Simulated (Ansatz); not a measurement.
Run on LiBr (rocksalt type): DFT, PBE, norm-conserving pseudopotentials, Ansatz's default files, scalar-relativistic (Ansatz 0.2.0). This run: the series' base cell.

The cell comes from a relaxation on PAW files under the same functional, begun from a prototype that needn't be the stable phase.

Command: `ansatz run input.yaml --threads 1 --pin off --max-ram 2048MiB --backend cpu --events-out ev --progress --plain --runs-dir out` It took 4.7 s on 1 thread of Arm Neoverse V2 (shared host), peak memory 0.36 GiB.

```yaml
crystal:
  lattice:
    - [0.0, 2.7547920068, 2.7547920068]
    - [2.7547920068, 0.0, 2.7547920068]
    - [2.7547920068, 2.7547920068, 0.0]
  atoms:
    - { symbol: Li, position: [0.0, 0.0, 0.0] }
    - { symbol: Br, position: [0.5, 0.5, 0.5] }
kpoints:
  mp_grid: { grid: [13, 13, 13] }
scf:
  occupations: { method: fermi_dirac, width: 0.05 }
hamiltonian:
  xc: pbe
  pseudopotentials: { kind: nc }
output:
  forces: true
  stress: true
  eigenvalues: true
```

Output:

```
Engine: ansatz 0.2.0
Pseudopotentials: kind: nc
Pseudopotential: Li, nc, valence charge 3, recommended cutoff 1034.032677 eV (normal), Li.nc.azcp
Pseudopotential: Br, nc, valence charge 7, recommended cutoff 625.861884 eV (normal), Br.nc.azcp
Functional definition: PBE
  parameter kappa = 0.804
  parameter beta = 0.06672455060314922
  exchange = pbe_x(kappa = kappa, mu = beta*pi^2/3)
  correlation = pbe_c(beta = beta)
Crystal: 2 atoms, lattice volume = 41.812 Å³
Basis set: ecut = 1034.032677 eV, 3143 PW (Γ), exchange–correlation on 90×90×90 points (8 copies of the dense FFT grid, shifted against one another)
Bands: 9, of which v1, the nominal top of the filled ones, is band 5 counted from 1 (4 counted from 0)
Symmetry: 48 space group operations
Space group: Fm-3m (ITA 225), of the structure as read, at distance tolerance 3.5e-5 Å
k-points: 84 of 2197
Non-local potential: Li, projectors of the file, l = 0: 2, l = 1: 2
Non-local potential: Br, projectors of the file, l = 0: 2, l = 1: 2, l = 2: 2
Initial density: superposition of atomic densities (chi_scale 0.1, normalization cell, long waves kept (reshape's long-wave potential 0.00 eV rms))
Initial wavefunctions: pseudopotential atomic-orbital guess
Functional: x = pbe(κ = 0.804, μ = 0.2195149727645171), c = pbe(β = 0.06672455060314922)
SCF iter   1: F=—  HF=-732.971928 eV  |F-HF|=—  |Δ(HF+E_count)|=         —  Δρ=2.92e-2  dr2=1.84e-1  ethr=3.10e-3  ⟨swp⟩=5.3  Hψ=5995  notcnv=0
preconditioner: auto → none  [insulator: Δε(μ)=4.568 eV  Ē_g=12.636 eV  σ=0.050 eV  W_gap=1.00  n_scr=8 (ndim 8)  ℏωp=16.2 eV  f_vac=0.000  D(μ)=0.00/eV (n_scr^D=0)  ε∞_Penn≈2.7]
SCF iter   2: F=—  HF=-732.888848 eV  |F-HF|=—  |Δ(HF+E_count)|=   8.31e-2  Δρ=1.15e-2  dr2=3.38e-2  ethr=1.84e-3  ⟨swp⟩=2.3  Hψ=1792  notcnv=0
SCF iter   3: F=—  HF=-732.879229 eV  |F-HF|=—  |Δ(HF+E_count)|=   9.62e-3  Δρ=1.84e-3  dr2=6.70e-4  ethr=3.38e-4  ⟨swp⟩=2.6  Hψ=1598  notcnv=0
SCF iter   4: F=—  HF=-732.879469 eV  |F-HF|=—  |Δ(HF+E_count)|=   2.41e-4  Δρ=7.10e-4  dr2=6.97e-5  ethr=6.70e-6  ⟨swp⟩=2.7  Hψ=1125  notcnv=0
SCF iter   5: F=—  HF=-732.879565 eV  |F-HF|=—  |Δ(HF+E_count)|=   9.51e-5  Δρ=7.24e-5  dr2=9.85e-7  ethr=6.97e-7  ⟨swp⟩=2.0  Hψ=1018  notcnv=0
SCF iter   6: F=-732.879567 eV  HF=-732.879567 eV  |F-HF|=1.64e-8  |Δ(HF+E_count)|=   2.05e-6  Δρ=6.39e-6  dr2=7.75e-9  ethr=1.00e-9  ⟨swp⟩=8.0  Hψ=4581  notcnv=0
SCF 1 converged in 6 iterations: F = -732.879567 eV  dr2 = 7.75e-9
SCF converged after 6 iterations
Free energy (F): -732.879567 eV
Harris-Foulkes:  -732.879567 eV  (|F-HF|=1.64e-8)
Internal energy: -732.879567 eV  (E = F + TS)
E sigma→0 (E₀):  -732.879567 eV
Fermi energy:    4.537501 eV
--- Per-component energies (eV) ---
  E_band       = -102.728816
  E_kinetic    = 262.774099
  E_local      = -331.457691  (includes V_loc(G=0)·N_el)
  E_nonlocal   = -52.391080
  E_hartree    = 90.262410
  E_xc         = -294.755541
  E_vxc        = -162.178607  (∫ρ·V_xc dr)
  E_ewald      = -407.311763
  E_smearing   = -0.000000  (= −TS)
  E_closure    = 0.000000  (closes the sum)
  Σ components = -732.879567   (vs F -732.879567, Δ=0.00e0)
--- Forces (eV/Å), atoms counted from 1 ---
  atom   1  Li    -0.00000000    -0.00000000     0.00000000
  atom   2  Br     0.00000000    -0.00000000    -0.00000000
  max |Σ_I F_I| component: 4.60e-31 eV/Å
--- Stress (GPa, compression-positive) ---
        0.025229      -0.000000       0.000000
       -0.000000       0.025229       0.000000
       -0.000000       0.000000       0.025229
  P = ⅓ Tr σ = 0.0252 GPa (0.252 kbar)
--- Band table (eV; the first three rows and the last of 84) ---
  k-point 0: bands = ["-42.3900", "-11.4474", "1.9698", "1.9698", "1.9698", "6.8873", "12.4812", "12.4812", "12.4812"]
  k-point 1: bands = ["-42.3900", "-11.4232", "1.7280", "1.9533", "1.9533", "7.1175", "12.0844", "12.4886", "12.4886"]
  k-point 2: bands = ["-42.3898", "-11.3547", "1.1499", "1.9086", "1.9086", "7.5943", "11.5832", "12.0511", "12.0511"]
  k-point 83: bands = ["-42.3887", "-10.8060", "-0.2575", "-0.0309", "0.8811", "9.8632", "10.4847", "11.1484", "11.8418"]
```

Next run (volume at 0.7 of the series' base cell), as changes to the input before:

```diff
   lattice:
-    - [0.0, 2.7547920068, 2.7547920068]
-    - [2.7547920068, 0.0, 2.7547920068]
-    - [2.7547920068, 2.7547920068, 0.0]
+    - [0.0, 2.4459908468, 2.4459908468]
+    - [2.4459908468, 0.0, 2.4459908468]
+    - [2.4459908468, 2.4459908468, 0.0]
   atoms:
```

Command: `ansatz run input.yaml --threads 1 --pin off --max-ram 2048MiB --backend cpu --events-out ev --progress --plain --runs-dir out` It took 4.4 s on 1 thread of Arm Neoverse V2, on a shared host, peak memory 0.31 GiB.

Results part of the output:

```
SCF 1 converged in 6 iterations: F = -732.308624 eV  dr2 = 3.67e-9
SCF converged after 6 iterations
Free energy (F): -732.308624 eV
Harris-Foulkes:  -732.308624 eV  (|F-HF|=2.60e-9)
Internal energy: -732.308624 eV  (E = F + TS)
E sigma→0 (E₀):  -732.308624 eV
Fermi energy:    8.734112 eV
--- Per-component energies (eV) ---
  E_band       = -71.984119
  E_kinetic    = 269.211159
  E_local      = -263.608912  (includes V_loc(G=0)·N_el)
  E_nonlocal   = -51.751119
  E_hartree    = 69.846650
  E_xc         = -297.272393
  E_vxc        = -165.528399  (∫ρ·V_xc dr)
  E_ewald      = -458.734009
  E_smearing   = -0.000000  (= −TS)
  E_closure    = 0.000000  (closes the sum)
  Σ components = -732.308624   (vs F -732.308624, Δ=0.00e0)
--- Forces (eV/Å), atoms counted from 1 ---
  atom   1  Li    -0.00000000     0.00000000     0.00000000
  atom   2  Br     0.00000000    -0.00000000     0.00000000
  max |Σ_I F_I| component: 5.75e-31 eV/Å
--- Stress (GPa, compression-positive) ---
       20.005272       0.000000      -0.000000
        0.000000      20.005272       0.000000
       -0.000000       0.000000      20.005272
  P = ⅓ Tr σ = 20.0053 GPa (200.053 kbar)
--- Band table (eV; the first three rows and the last of 84) ---
  k-point 0: bands = ["-38.3968", "-9.2637", "5.8001", "5.8001", "5.8001", "12.8277", "16.4223", "16.4223", "16.4223"]
  k-point 1: bands = ["-38.3964", "-9.2136", "5.4131", "5.7678", "5.7678", "13.0652", "16.0799", "16.5137", "16.5137"]
  k-point 2: bands = ["-38.3954", "-9.0696", "4.4843", "5.6823", "5.6823", "13.2193", "16.0487", "16.2604", "16.2604"]
  k-point 83: bands = ["-38.3879", "-7.7301", "1.8604", "2.2032", "3.8842", "14.6455", "15.1125", "15.6713", "16.9801"]
```

Next run (volume at 0.4 of the series' base cell), as changes to the input before:

```diff
   lattice:
-    - [0.0, 2.4459908468, 2.4459908468]
-    - [2.4459908468, 0.0, 2.4459908468]
-    - [2.4459908468, 2.4459908468, 0.0]
+    - [0.0, 2.029748105, 2.029748105]
+    - [2.029748105, 0.0, 2.029748105]
+    - [2.029748105, 2.029748105, 0.0]
   atoms:
```

Results part of the output:

```
SCF 1 converged in 6 iterations: F = -726.954319 eV  dr2 = 7.84e-10
SCF converged after 6 iterations
Free energy (F): -726.954319 eV
Harris-Foulkes:  -726.954319 eV  (|F-HF|=4.38e-10)
Internal energy: -726.954319 eV  (E = F + TS)
E sigma→0 (E₀):  -726.954319 eV
Fermi energy:    17.409546 eV
--- Per-component energies (eV) ---
  E_band       = 0.799418
  E_kinetic    = 290.913738
  E_local      = -157.201343  (includes V_loc(G=0)·N_el)
  E_nonlocal   = -48.848833
  E_hartree    = 45.477382
  E_xc         = -304.488152
  E_vxc        = -175.019074  (∫ρ·V_xc dr)
  E_ewald      = -552.807112
  E_smearing   = -0.000000  (= −TS)
  E_closure    = -0.000000  (closes the sum)
  Σ components = -726.954319   (vs F -726.954319, Δ=0.00e0)
--- Forces (eV/Å), atoms counted from 1 ---
  atom   1  Li    -0.00000000     0.00000000    -0.00000000
  atom   2  Br    -0.00000000    -0.00000000     0.00000000
  max |Σ_I F_I| component: 2.63e-30 eV/Å
--- Stress (GPa, compression-positive) ---
      170.050264       0.000000       0.000000
       -0.000000     170.050264      -0.000000
       -0.000000      -0.000000     170.050264
  P = ⅓ Tr σ = 170.0503 GPa (1700.503 kbar)
--- Band table (eV; the first three rows and the last of 84) ---
  k-point 0: bands = ["-30.6352", "-4.2036", "15.7809", "15.7809", "15.7809", "25.5857", "25.5857", "25.5857", "29.6381"]
  k-point 1: bands = ["-30.6297", "-4.1081", "15.0124", "15.6877", "15.6877", "25.1627", "25.8503", "25.8503", "29.0978"]
  k-point 2: bands = ["-30.6146", "-3.8264", "13.1971", "15.4559", "15.4559", "24.2809", "25.9584", "25.9584", "27.9890"]
  k-point 83: bands = ["-30.5109", "0.0410", "7.0311", "7.5642", "11.6512", "25.0868", "25.8508", "26.8436", "28.6682"]
```

The norm-conserving files are those that the library serves for this functional. The structure type is held throughout; the real material can change phase at far lower pressure.
